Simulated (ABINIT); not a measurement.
# Optical response of SnS2 (Berndtite-2T)

Wanted: where SnS2 (Berndtite-2T) starts to absorb, how strongly, and its refractive index. The cell comes from an older database entry, whose edges can differ from later determinations, mostly by under a per cent.

Calculated with ABINIT 10.8.3; DFT, PBE, plane waves with norm-conserving potentials (PseudoDojo), scalar-relativistic, independent-particle linear optical response without local fields.

The database entry behind the starting cell differs from later determinations by our own check (c about 0.5 % short), so it need not match the best structure at ambient conditions.

### Step 1. Starting point

The structure is trigonal, space group P-3m1 (No. 164). The conventional cell has a = 3.639 Å, b = 3.639 Å, c = 5.868 Å, α = 90.00°, β = 90.00°, γ = 120.00°. Sn has 6 S at 2.56 Å nearest. Nearest to S lie 3 Sn at 2.56 Å. Farther neighbours and most contacts between anions are not listed.

Structure file:

```cif
data_structure
_symmetry_space_group_name_H-M 'P-3m1'
_symmetry_Int_Tables_number 164
_cell_length_a 3.6390
_cell_length_b 3.6390
_cell_length_c 5.8680
_cell_angle_alpha 90.000
_cell_angle_beta 90.000
_cell_angle_gamma 120.000
_cell_volume 67.30
loop_
_atom_site_label
_atom_site_type_symbol
_atom_site_symmetry_multiplicity
_atom_site_Wyckoff_symbol
_atom_site_fract_x
_atom_site_fract_y
_atom_site_fract_z
_atom_site_occupancy
Sn1 Sn 1 a 0.00000 0.00000 0.00000 1
S1 S 2 d 0.66667 0.33333 0.75000 1
```

### Step 2. Ground state, bands and velocity matrix elements

First the ground state: is it a metal or has it a gap?

This step: DFT, PBE, plane waves with norm-conserving potentials (PseudoDojo), scalar-relativistic, ground state, bands at fixed density and velocity matrix elements (ABINIT 10.8.3).

The input, run.abi:

```
# ground state, bands on a dense mesh, and the derivatives d/dk of the wave functions
ndtset 3

ngkpt1 7 7 4
shiftk1 0.0 0.0 0.0
tolvrs1 1.0d-12
nband1 17
prtden1 1

iscf2 -2
getden2 1
ngkpt2 10 10 6
shiftk2 0.0 0.0 0.0
kptopt2 1
nband2 44
nbdbuf2 4
tolwfr2 1.0d-14

optdriver3 8
wfk_task3 "wfk_ddk"
prtevk3 1
getwfk3 2
getden3 1
iscf3 -2
ngkpt3 10 10 6
shiftk3 0.0 0.0 0.0
kptopt3 1
nband3 44

nshiftk 1
occopt 3
tsmear 0.001837
ecut 35.0
nstep 80
iomode 3
chksymbreak 0
chkprim 0
chksymtnons 0
acell 3*1.0 Angstrom
rprim
  3.639000000016 0.000000000000 0.000000000000
  -1.819500000008 3.151466444386 0.000000000000
  0.000000000000 0.000000000000 5.868000000000
natom 3
ntypat 2
znucl 50 16
typat 1 2 2
xred
  0.000000000000 0.000000000000 0.000000000000
  0.666666666667 0.333333333333 0.750000000000
  0.333333333333 0.666666666667 0.250000000000
pseudos "Sn.upf, S.upf"
```

The run is started by

```
$ mpirun -n 4 abinit run.abi
```

Numbers of over 12 decimals in the logs are rounded to 6 here.

Output:

```text
DATASET    1 : space group P-3 m 1 (#164); Bravais hP (primitive hexag.)
 DATASET    2 : space group P-3 m 1 (#164); Bravais hP (primitive hexag.)
 DATASET    3 : space group P-3 m 1 (#164); Bravais hP (primitive hexag.)
            ngfft          40      40      60
                         0.03061    0.03061    0.01020    0.03061    0.03061    0.03061
                         0.03061    0.03061    0.03061    0.06122    0.06122    0.06122
                         0.06122    0.06122    0.00510    0.03061    0.03061    0.03061
                         0.03061    0.06122    0.03061    0.03061
                         0.01000    0.02000    0.02000    0.02000    0.01000    0.02000
                         0.01000    0.01000    0.00333    0.01000    0.01000    0.01000
                         0.01000    0.01000    0.01000    0.01000    0.01000    0.01000
                         0.02000    0.02000    0.02000    0.02000    0.02000    0.02000
                         0.02000    0.02000    0.02000    0.02000    0.02000    0.02000
                         0.00333    0.01000    0.01000    0.01000    0.01000    0.01000
                         0.01000    0.01000    0.01000    0.01000    0.02000    0.02000
                         0.01000    0.02000    0.02000    0.02000    0.01000    0.02000
                         0.01000    0.01000    0.00333    0.01000    0.01000    0.01000
                         0.01000    0.01000    0.01000    0.01000    0.01000    0.01000
                         0.02000    0.02000    0.02000    0.02000    0.02000    0.02000
                         0.02000    0.02000    0.02000    0.02000    0.02000    0.02000
                         0.00333    0.01000    0.01000    0.01000    0.01000    0.01000
[...]
== DATASET  1 ==================================================================
 Real(R)+Recip(G) space primitive vectors, cartesian coordinates (Bohr,Bohr^-1):
 R(1)=  6.8767134  0.0000000  0.0000000  G(1)=  0.1454183  0.0839573  0.0000000
 R(2)= -3.4383567  5.9554085  0.0000000  G(2)=  0.0000000  0.1679146  0.0000000
 R(3)=  0.0000000  0.0000000 11.0889129  G(3)=  0.0000000  0.0000000  0.0901802
 Unit cell volume ucvol=  4.5413131E+02 bohr^3
 Angles (23,13,12)=  9.00000000E+01  9.00000000E+01  1.20000000E+02 degrees
 getcut: wavevector=  0.0000  0.0000  0.0000  ngfft=  40  40  60
     iter   Etot(hartree)      deltaE(h)  residm     vres2
 ETOT  1  -100.51395002192    -1.005E+02 3.662E-01 2.436E+02
 ETOT  2  -100.91294836312    -3.990E-01 4.356E-02 4.666E+01
 ETOT  3  -100.91848381189    -5.535E-03 3.453E-03 6.739E-01
 ETOT  4  -100.91852057027    -3.676E-05 1.261E-03 4.302E-02
 ETOT  5  -100.91852354595    -2.976E-06 1.780E-03 2.054E-02
 ETOT  6  -100.91852459203    -1.046E-06 4.655E-04 1.569E-03
 ETOT  7  -100.91852464550    -5.347E-08 5.838E-04 4.016E-05
 ETOT  8  -100.91852464725    -1.746E-09 1.255E-04 5.916E-06
 ETOT  9  -100.91852464773    -4.778E-10 1.462E-04 3.415E-08
 ETOT 10  -100.91852464772     3.723E-12 3.561E-05 3.707E-10
 ETOT 11  -100.91852464773    -4.192E-12 3.420E-05 2.164E-11
 ETOT 12  -100.91852464772     2.260E-12 2.805E-05 1.390E-12
 ETOT 13  -100.91852464773    -4.206E-12 1.244E-05 1.600E-14
 At SCF step   13       vres2   =  1.60E-14 < tolvrs=  1.00E-12 =>converged.
 Cartesian components of stress tensor (hartree/bohr^3)
  sigma(1 1)= -1.59259901E-04  sigma(3 2)=  0.00000000E+00
  sigma(2 2)= -1.59259901E-04  sigma(3 1)=  0.00000000E+00
  sigma(3 3)= -1.44117693E-04  sigma(2 1)=  0.00000000E+00
 Mean square residual over all n,k,spin=   91.075E-09; max=  12.440E-06
 Fermi (or HOMO) energy (hartree) =   0.16504   Average Vxc (hartree)=  -0.36087
 Eigenvalues (hartree) for nkpt=  28  k points:
 kpt#   1, nband= 17, wtk=  0.00510, kpt=  0.0000  0.0000  0.0000 (reduced coord)
  -0.63329   -0.63329   -0.63164   -0.63063   -0.63063   -0.37203   -0.29514   -0.07025
   0.11441    0.11441    0.12412    0.12412    0.13858    0.21034    0.27292    0.33793
   2.00000    2.00000    2.00000    2.00000    2.00000    2.00000    2.00000    2.00000
   2.00000    2.00000    2.00000    2.00000    2.00000    0.00000    0.00000    0.00000
kinetic             :  5.51084659605664E+01
hartree             :  2.82570319911326E+01
xc                  : -2.84564341202646E+01
Ewald energy        : -5.87863436535509E+01
psp_core            :  2.90196295832717E+00
local_psp           : -8.03566517538034E+01
non_local_psp       : -1.95865560278429E+01
internal            : -1.00918524645436E+02
'-kT*entropy'       : -2.29276994868823E-09
total_energy        : -1.00918524647728E+02
total_energy_eV     : -2.74613295356389E+03
 Cartesian components of stress tensor (hartree/bohr^3)
  sigma(1 1)= -1.59259901E-04  sigma(3 2)=  0.00000000E+00
  sigma(2 2)= -1.59259901E-04  sigma(3 1)=  0.00000000E+00
  sigma(3 3)= -1.44117693E-04  sigma(2 1)=  0.00000000E+00
-Cartesian components of stress tensor (GPa)         [Pressure=  4.5371E+00 GPa]
== DATASET  2 ==================================================================
 Real(R)+Recip(G) space primitive vectors, cartesian coordinates (Bohr,Bohr^-1):
 R(1)=  6.8767134  0.0000000  0.0000000  G(1)=  0.1454183  0.0839573  0.0000000
 R(2)= -3.4383567  5.9554085  0.0000000  G(2)=  0.0000000  0.1679146  0.0000000
 R(3)=  0.0000000  0.0000000 11.0889129  G(3)=  0.0000000  0.0000000  0.0901802
 Unit cell volume ucvol=  4.5413131E+02 bohr^3
 Angles (23,13,12)=  9.00000000E+01  9.00000000E+01  1.20000000E+02 degrees
 getcut: wavevector=  0.0000  0.0000  0.0000  ngfft=  40  40  60
 Mean square residual over all n,k,spin=   53.435E-16; max=  99.882E-16
 Eigenvalues (hartree) for nkpt=  72  k points:
 kpt#   1, nband= 44, wtk=  0.00167, kpt=  0.0000  0.0000  0.0000 (reduced coord)
  -0.63329   -0.63329   -0.63164   -0.63063   -0.63063   -0.37203   -0.29514   -0.07025
   0.11441    0.11441    0.12412    0.12412    0.13858    0.21034    0.27292    0.33793
   0.33793    0.46523    0.48631    0.48631    0.53046    0.54756    0.54756    0.56801
   0.58292    0.58292    0.64217    0.66231    0.81313    0.81313    0.87927    0.88323
   0.93035    0.93035    0.99751    0.99751    1.02384    1.02384    1.04798    1.11302
   1.23781    1.23963    1.24484    1.24589
== DATASET  3 ==================================================================
            ngfft          40      40      60
[...]
0.03061    0.06122    0.03061    0.03061
[...]
0.01000    0.01000    0.01000    0.01000    0.02000    0.02000
                         0.01000    0.02000    0.02000    0.02000    0.01000    0.02000
                         0.01000    0.01000    0.00333    0.01000    0.01000    0.01000
                         0.01000    0.01000    0.01000    0.01000    0.01000    0.01000
                         0.02000    0.02000    0.02000    0.02000    0.02000    0.02000
                         0.02000    0.02000    0.02000    0.02000    0.02000    0.02000
                         0.00333    0.01000    0.01000    0.01000    0.01000    0.01000
                         0.01000    0.01000    0.01000    0.01000    0.02000    0.02000
[shortened to cell, iterations, levels, energies and stress; the echo of variables, forces, comments, warnings and credits are left out]
```

Wall time 92 s (4 MPI ranks of Intel Xeon 6975P-C (Granite Rapids), shared host); peak memory 0.15 GiB.

Read-outs, printed or worked out from the files:

```
total energy           : -100.9 Ha
gap on the k-mesh      : 1.414 eV
direct gap on the mesh : 1.953 eV
```

There is a gap, 1.41 eV on this mesh (points off the mesh can give less), so no carriers' term is needed.

### Step 3. Optical response

With the density converged, the vertical transitions are summed over the zone.

This step: DFT, PBE, plane waves with norm-conserving potentials (PseudoDojo), scalar-relativistic, independent-particle linear optical response without local fields (ABINIT 10.8.3).

The input, optic.abi:

```
&FILES
 ddkfile_1 = 'runo_DS3_1_EVK.nc',
 ddkfile_2 = 'runo_DS3_2_EVK.nc',
 ddkfile_3 = 'runo_DS3_3_EVK.nc',
 wfkfile = 'runo_DS2_WFK.nc'
/
&PARAMETERS
 broadening = 0.001837,
 domega = 0.0020212,
 maxomega = 0.80849,
 scissor = 0.0,
 tolerance = 0.002,
 nband_sum = 40
/
&COMPUTATIONS
 num_lin_comp = 2,
 lin_comp = 11, 33,
 num_nonlin_comp = 0,
 num_linel_comp = 0,
 num_nonlin2_comp = 0
/
```

The run is started by

```
$ optic optic.abi
```

Output:

```text

 OPTIC has originally been developed by
 S. Sharma, J. K. Dewhurst and C. Ambrosch-Draxl, Phys. Rev. B 67, 165332 (2003), and
 S. Sharma and C. Ambrosch-Draxl, Physica Scripta T 109 (2004).

 rprimd(bohr)      =   6.87671   0.00000   0.00000
                      -3.43836   5.95541   0.00000
                       0.00000   0.00000  11.08891
 natom             =       3
 nkpt,mband        =      72      44
 ecut              =  35.00000 Ha
 newocc: new Fermi energy is       0.165041 , with nelect=     26.000000, Number of bisection calls: 26
 Fermi level: 4.4910  (eV)

 fermie            =   0.16504 Ha   4.49099 eV
 Scissor shift     =   0.00000 Ha
 Tolerance on closeness to singularities     =   0.00200 Ha
 Smearing factor      =   0.00184 Ha
 Will use the antiresonant approximation (meaning that the antiresonant terms are neglected)
 Will not perform the bands decomposition
 linear coeffs to be calculated :
 11 33
 non-linear coeffs to be calculated :

 electronic part of electro-optic coeffs to be calculated :

 non-linear coeffs (V2) to be calculated :

 linear optic matrix elements will be printed :0
 optic : Call pmat2cart
 No scissor shift to be applied. Returning to main optic routine.
 optic : Call linopt
  linopt            1           1
 calculated the component:           1           1   of dielectric function
  with broadening:         (0.000000,1.83700000000000009E-003)
 and scissors shift:   0.000000
 energy window:   48.808767      eV   1.793689      Ha
  linopt            3           3
 calculated the component:           3           3   of dielectric function
  with broadening:         (0.000000,1.83700000000000009E-003)
 and scissors shift:   0.000000
 energy window:   48.808767      eV   1.793689      Ha
 optic : Call nlinopt
 optic : Call linelop
 optic : Call nonlinopt

================================================================================

 Calculation completed.
-
program: optic
version: 10.8.3
start_datetime:
end_datetime:
overall_cpu_time:           0.4
overall_wall_time:           0.4
mpi_procs: 1
omp_threads: 1
...
```

Elapsed: 1.1 s, on 1 thread; peak memory 0.06 GiB.

Numbers from this step:

- electronic dielectric constant ε∞, mean over x, y and z (by symmetry where fewer were run): 8.791
- centre of weight of the strongest loss peak in the window: 18.68 eV

The Im ε has structure finer than the step of the table below, so its rows give means over 0.5 eV, whole bins alone (the curve runs from 0.0550 to 21.9 eV). Peaks (eV: height): E ∥ x 3.02: 7.03, 4.07: 16.7, 4.89: 18.5, 5.83: 18.2, 6.43: 13.2, 8.85: 7.54; E ∥ z 2.36: 9.21, 3.85: 5.27, 5.50: 15.8, 5.94: 18.2, 6.43: 21.3, 7.15: 12.7, 9.07: 5.83.

Sum at mesh points, not converged in k; values under the direct gap are tails of Lorentzian lines. Im ε against photon energy; means over each step:

| photon energy (eV) | E ∥ x | E ∥ z |
| --- | --- | --- |
| 0.5 | 0.0216 | 0.0247 |
| 1.0 | 0.0505 | 0.0622 |
| 1.5 | 0.114 | 0.173 |
| 2.0 | 0.886 | 2.23 |
| 2.5 | 3.06 | 6.36 |
| 3.0 | 4.60 | 5.78 |
| 3.5 | 5.61 | 3.47 |
| 4.0 | 13.8 | 3.98 |
| 4.5 | 11.6 | 4.18 |
| 5.0 | 14.6 | 6.85 |
| 5.5 | 14.3 | 13.8 |
| 6.0 | 11.9 | 13.7 |
| 6.5 | 9.49 | 15.3 |
| 7.0 | 6.08 | 10.1 |
| 7.5 | 4.71 | 5.38 |
| 8.0 | 3.76 | 3.88 |
| 8.5 | 4.02 | 4.09 |
| 9.0 | 5.19 | 5.10 |
| 9.5 | 3.73 | 3.93 |
| 10.0 | 2.73 | 3.59 |
| 10.5 | 2.12 | 2.56 |
| 11.0 | 1.89 | 1.90 |
| 11.5 | 1.79 | 1.55 |
| 12.0 | 1.21 | 1.48 |
| 12.5 | 1.15 | 1.35 |
| 13.0 | 1.14 | 1.23 |
| 13.5 | 1.01 | 0.887 |
| 14.0 | 0.878 | 0.763 |
| 14.5 | 0.720 | 0.633 |
| 15.0 | 0.527 | 0.403 |
| 15.5 | 0.455 | 0.472 |
| 16.0 | 0.414 | 0.425 |
| 16.5 | 0.365 | 0.372 |
| 17.0 | 0.347 | 0.393 |
| 17.5 | 0.294 | 0.317 |
| 18.0 | 0.248 | 0.287 |
| 18.5 | 0.231 | 0.279 |
| 19.0 | 0.206 | 0.239 |
| 19.5 | 0.179 | 0.212 |
| 20.0 | 0.175 | 0.178 |
| 20.5 | 0.125 | 0.138 |
| 21.0 | 0.108 | 0.0992 |
| 21.5 | 0.111 | 0.116 |

The reflectivity at normal incidence has structure finer than the step of the table below, so its rows give means over 1 eV, whole bins alone (the curve runs from 0.0550 to 21.9 eV). Peaks (eV: height): E ∥ x 5.9: 59.1, 6.5: 58.0, 7.4: 54.2, 9.7: 53.7, 10.2: 58.0, 11.7: 54.5, 14.7: 53.7; E ∥ z 7.0: 56.5, 7.4: 66.4, 7.7: 62.5, 10.6: 58.9, 13.0: 58.4, 13.3: 59.4, 15.0: 60.4.

Sum at mesh points, not converged in k. Reflectivity at normal incidence against photon energy; means over each step:

| photon energy (eV) | E ∥ x (%) | E ∥ z (%) |
| --- | --- | --- |
| 1 | 26.0 | 25.0 |
| 2 | 29.9 | 31.1 |
| 3 | 32.9 | 27.2 |
| 4 | 41.3 | 25.6 |
| 5 | 42.3 | 35.5 |
| 6 | 50.3 | 44.9 |
| 7 | 51.4 | 55.9 |
| 8 | 40.5 | 45.6 |
| 9 | 41.2 | 39.9 |
| 10 | 50.0 | 46.4 |
| 11 | 46.9 | 52.5 |
| 12 | 50.4 | 47.1 |
| 13 | 43.3 | 47.6 |
| 14 | 44.8 | 49.7 |
| 15 | 49.8 | 53.0 |
| 16 | 45.0 | 41.7 |
| 17 | 38.5 | 34.1 |
| 18 | 31.8 | 28.5 |
| 19 | 22.9 | 22.0 |
| 20 | 14.7 | 16.0 |
| 21 | 8.63 | 9.06 |

The loss function −Im 1/ε at q → 0 has structure finer than the step of the table below, so its rows give means over 0.5 eV, whole bins alone (the curve runs from 0.0550 to 21.9 eV). Peaks (eV: height): E ∥ x 18.59: 4.96, 19.03: 4.63; E ∥ z 18.26: 4.27, 18.59: 4.26, 19.19: 4.51, 19.58: 4.00.

Sum at mesh points, not converged in k; values under the direct gap are tails of Lorentzian lines. Loss function −Im 1/ε at q → 0 against energy loss; means over each step:

| energy loss (eV) | E ∥ x | E ∥ z |
| --- | --- | --- |
| 0.5 | 2.6e-4 | 3.4e-4 |
| 1.0 | 5.6e-4 | 7.7e-4 |
| 1.5 | 0.00108 | 0.00169 |
| 2.0 | 0.00624 | 0.0130 |
| 2.5 | 0.0179 | 0.0507 |
| 3.0 | 0.0279 | 0.0719 |
| 3.5 | 0.0215 | 0.0592 |
| 4.0 | 0.0417 | 0.0484 |
| 4.5 | 0.0605 | 0.0389 |
| 5.0 | 0.0614 | 0.0377 |
| 5.5 | 0.0664 | 0.0500 |
| 6.0 | 0.0801 | 0.0670 |
| 6.5 | 0.0896 | 0.0613 |
| 7.0 | 0.128 | 0.0847 |
| 7.5 | 0.149 | 0.0961 |
| 8.0 | 0.217 | 0.199 |
| 8.5 | 0.245 | 0.228 |
| 9.0 | 0.151 | 0.173 |
| 9.5 | 0.188 | 0.193 |
| 10.0 | 0.193 | 0.194 |
| 10.5 | 0.242 | 0.184 |
| 11.0 | 0.307 | 0.251 |
| 11.5 | 0.279 | 0.292 |
| 12.0 | 0.343 | 0.347 |
| 12.5 | 0.466 | 0.433 |
| 13.0 | 0.451 | 0.356 |
| 13.5 | 0.564 | 0.458 |
| 14.0 | 0.562 | 0.517 |
| 14.5 | 0.597 | 0.545 |
| 15.0 | 0.757 | 0.784 |
| 15.5 | 0.980 | 1.19 |
| 16.0 | 1.29 | 1.41 |
| 16.5 | 1.79 | 1.99 |
| 17.0 | 2.11 | 2.14 |
| 17.5 | 2.85 | 2.80 |
| 18.0 | 3.85 | 3.43 |
| 18.5 | 4.30 | 3.53 |
| 19.0 | 4.22 | 3.94 |
| 19.5 | 3.38 | 3.51 |
| 20.0 | 2.77 | 3.04 |
| 20.5 | 1.84 | 2.02 |
| 21.0 | 1.06 | 1.10 |
| 21.5 | 0.806 | 0.826 |

At chosen wavelengths:

| wavelength (nm) | n x | k x | R (%) x | 1/α x | n z | k z | R (%) z | 1/α z |
| --- | --- | --- | --- | --- | --- | --- | --- | --- |
| 1550 | 3.04 | 0.006 | 25.5 | 20 µm | 2.95 | 0.007 | 24.4 | 17 µm |
| 800 | 3.21 | 0.018 | 27.5 | 3.5 µm | 3.17 | 0.027 | 27.1 | 2.3 µm |
| 633 | 3.41 | 0.154 | 29.9 | 327 nm | 3.50 | 0.271 | 31.1 | 186 nm |
| 405 | 3.40 | 0.860 | 32.4 | 37 nm | 2.80 | 1.190 | 29.3 | 27 nm |
| 365 | 3.75 | 0.432 | 34.0 | 67 nm | 2.73 | 0.533 | 23.1 | 55 nm |
| 308 | 4.04 | 2.007 | 45.1 | 12 nm | 2.90 | 0.580 | 25.4 | 42 nm |
| 193 | 2.24 | 2.924 | 53.0 | 5.3 nm | 3.20 | 3.274 | 55.0 | 4.7 nm |

Below the direct gap, k and the depth come from the tails of the Lorentzian lines, not from transitions.

Rows near the edge hang on the gap, which this functional as a rule makes too small, and phonon-assisted absorption is left out.

### Step 4. Results

| Property | Result |
| --- | --- |
| electronic dielectric constant ε∞, mean over x, y and z (by symmetry where fewer were run) (independent particles) | 8.79 |
| centre of weight of the strongest loss peak in the window, first axis | 18.7 eV |

In words: At this level (PBE, independent particles) SnS2 has a mean ε∞ = 8.79 and n = 3.04 at 1550 nm (E ∥ x). On the mesh the gap is 1.41 eV and the least direct gap 1.95 eV, so on this mesh the band edges lie at different points. The static values by axis are 8.99 (x), 8.40 (z). Excitons and phonon-assisted transitions are missing, and so are local fields; PBE gaps are as a rule too small, which pulls the onset down and ε∞ up. Spin-orbit coupling is left out although heavy atoms are present. The mesh misses the corner K of the hexagonal zone, so gaps read from it can be too wide where band edges lie there. The sum runs over mesh points 0.20 Å⁻¹ apart with no interpolation, so peaks are partly noise of the mesh and static values carry its error. Besides steps told in other documents, this task had 1 run with a known fault of program or setting; those not told in a step above aren't shown.

[Logs are printed without paths, hosts, clocks, repeated set-up lines and the standing remarks that a program may print on its own settings, such as how far it seeks lower states.]

[Hosts, paths, dates, database ids (printed as entryN), source tags and the programs' standing remarks are cut or masked in the printed files.]
